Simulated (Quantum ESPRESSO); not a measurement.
A run of Quantum ESPRESSO 7.5 is set up as follows.

File pw.in:

```
&CONTROL
  calculation = 'scf'
  prefix = 'pwscf'
  outdir = './tmp'
  pseudo_dir = './pseudo'
  tprnfor = .true.
  tstress = .true.
  disk_io = 'low'
/
&SYSTEM
  ibrav = 0
  celldm(1) = 8
  nat = 8
  ntyp = 1
  ecutwfc = 82
  nbnd = 24
  occupations = 'smearing'
  smearing = 'fd'
  degauss = 0.00367493
/
&ELECTRONS
  conv_thr = 1.6d-09
  electron_maxstep = 120
  mixing_beta = 0.5
/
ATOMIC_SPECIES
C     12.0110 C.upf
CELL_PARAMETERS alat
  0.5957597823648   0.0000000000000   0.0000000000000
 -0.2978798911824   0.5159431060846   0.0000000000000
  0.0000000000000   0.0000000000000   1.9457328826444
ATOMIC_POSITIONS crystal
C      0.6666666667    0.3333333333    0.8437500000
C      0.3333333333    0.6666666667    0.3437500000
C      0.6666666667    0.3333333333    0.6562500000
C      0.3333333333    0.6666666667    0.1562500000
C      0.0000000000    0.0000000000    0.9062500000
C      0.0000000000    0.0000000000    0.4062500000
C      0.0000000000    0.0000000000    0.5937500000
C      0.0000000000    0.0000000000    0.0937500000
K_POINTS automatic
12 12 4 0 0 0
```

Contents of bands.in:

```
&CONTROL
  calculation = 'bands'
  prefix = 'pwscf'
  outdir = './tmp'
  pseudo_dir = './pseudo'
  disk_io = 'low'
  verbosity = 'high'
/
&SYSTEM
  ibrav = 0
  celldm(1) = 8
  nat = 8
  ntyp = 1
  ecutwfc = 82
  nbnd = 24
  occupations = 'smearing'
  smearing = 'fd'
  degauss = 0.00367493
/
&ELECTRONS
  conv_thr = 1d-08
  electron_maxstep = 120
  mixing_beta = 0.5
  diago_full_acc = .true.
  startingwfc = 'random'
/
ATOMIC_SPECIES
C     12.0110 C.upf
CELL_PARAMETERS alat
  0.5957597823648   0.0000000000000   0.0000000000000
 -0.2978798911824   0.5159431060846   0.0000000000000
  0.0000000000000   0.0000000000000   1.9457328826444
ATOMIC_POSITIONS crystal
C      0.6666666667    0.3333333333    0.8437500000
C      0.3333333333    0.6666666667    0.3437500000
C      0.6666666667    0.3333333333    0.6562500000
C      0.3333333333    0.6666666667    0.1562500000
C      0.0000000000    0.0000000000    0.9062500000
C      0.0000000000    0.0000000000    0.4062500000
C      0.0000000000    0.0000000000    0.5937500000
C      0.0000000000    0.0000000000    0.0937500000
K_POINTS crystal
60
 0.0000000000  0.0000000000  0.0000000000 1
 0.0555555556  0.0000000000  0.0000000000 1
 0.1111111111  0.0000000000  0.0000000000 1
 0.1666666667  0.0000000000  0.0000000000 1
 0.2222222222  0.0000000000  0.0000000000 1
 0.2777777778  0.0000000000  0.0000000000 1
 0.3333333333  0.0000000000  0.0000000000 1
 0.3888888889  0.0000000000  0.0000000000 1
 0.4444444444  0.0000000000  0.0000000000 1
 0.5000000000  0.0000000000  0.0000000000 1
 0.4666666667  0.0666666667  0.0000000000 1
 0.4333333333  0.1333333333  0.0000000000 1
 0.4000000000  0.2000000000  0.0000000000 1
 0.3666666667  0.2666666667  0.0000000000 1
 0.3333333333  0.3333333333  0.0000000000 1
 0.3000000000  0.3000000000  0.0000000000 1
 0.2666666667  0.2666666667  0.0000000000 1
 0.2333333333  0.2333333333  0.0000000000 1
 0.2000000000  0.2000000000  0.0000000000 1
 0.1666666667  0.1666666667  0.0000000000 1
 0.1333333333  0.1333333333  0.0000000000 1
 0.1000000000  0.1000000000  0.0000000000 1
 0.0666666667  0.0666666667  0.0000000000 1
 0.0333333333  0.0333333333  0.0000000000 1
 0.0000000000  0.0000000000  0.0000000000 1
 0.0000000000  0.0000000000  0.2500000000 1
 0.0000000000  0.0000000000  0.5000000000 1
 0.0555555556  0.0000000000  0.5000000000 1
 0.1111111111  0.0000000000  0.5000000000 1
 0.1666666667  0.0000000000  0.5000000000 1
 0.2222222222  0.0000000000  0.5000000000 1
 0.2777777778  0.0000000000  0.5000000000 1
 0.3333333333  0.0000000000  0.5000000000 1
 0.3888888889  0.0000000000  0.5000000000 1
 0.4444444444  0.0000000000  0.5000000000 1
 0.5000000000  0.0000000000  0.5000000000 1
 0.4666666667  0.0666666667  0.5000000000 1
 0.4333333333  0.1333333333  0.5000000000 1
 0.4000000000  0.2000000000  0.5000000000 1
 0.3666666667  0.2666666667  0.5000000000 1
 0.3333333333  0.3333333333  0.5000000000 1
 0.3076923077  0.3076923077  0.5000000000 1
 0.2820512821  0.2820512821  0.5000000000 1
 0.2564102564  0.2564102564  0.5000000000 1
 0.2307692308  0.2307692308  0.5000000000 1
 0.2051282051  0.2051282051  0.5000000000 1
 0.1794871795  0.1794871795  0.5000000000 1
 0.1538461538  0.1538461538  0.5000000000 1
 0.1282051282  0.1282051282  0.5000000000 1
 0.1025641026  0.1025641026  0.5000000000 1
 0.0769230769  0.0769230769  0.5000000000 1
 0.0512820513  0.0512820513  0.5000000000 1
 0.0256410256  0.0256410256  0.5000000000 1
 0.0000000000  0.0000000000  0.5000000000 1
 0.5000000000  0.0000000000  0.5000000000 1
 0.5000000000  0.0000000000  0.2500000000 1
 0.5000000000  0.0000000000  0.0000000000 1
 0.3333333333  0.3333333333  0.0000000000 1
 0.3333333333  0.3333333333  0.2500000000 1
 0.3333333333  0.3333333333  0.5000000000 1
```

Potentials or basis: PseudoDojo 0.4.1 SR PBE standard.

The run is started by

```sh
$ OMP_NUM_THREADS=1 pw.x -in pw.in > pw.out
$ OMP_NUM_THREADS=1 pw.x -in bands.in > bands.out
```

(1) Predict the largest force.

(2) What does it give for the band gap along the path?

(3) What does it give for the pressure?

(4) Predict the band gap on the k mesh.

## Answers

(1) 0.329 eV/Å.

(2) 4.48 eV, indirect (least direct gap 5.22 eV).

(3) 2.3 GPa.

(4) 4.47 eV, indirect (least direct gap 5.22 eV).

Caveat: some levels on the path didn't converge.
